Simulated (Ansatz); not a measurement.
**Run times of several calculations on SiO2**

Cell: 24 atoms, space group P2_13, a = 7.160 Å, b = 7.160 Å, c = 7.160 Å, α = 90.00°, β = 90.00°, γ = 90.00°.

All runs are DFT with Ansatz 0.2.0 on 1 thread of Intel Xeon 6975P-C (Granite Rapids) (x86_64; 8 cores open to the job, memory cap 3.0 GiB, no GPU), a shared host.

Q: Rank the runs by wall time, shortest first.
A. single point at relaxed positions, r2SCAN, gradients read without the response of the cores, 500 eV, 4×4×4 k-points, smearing 0.02 eV
B. relaxation of the ions, PBE, gradients read without the response of the cores, 420 eV, 4×4×4 k-points, smearing 0.02 eV
C. single point, PBE, gradients read without the response of the cores, 420 eV, 4×4×4 k-points, smearing 0.02 eV

A: C (22 s, 0.67 GiB), A (46 s, 1.2 GiB), B (68 s, 0.74 GiB).
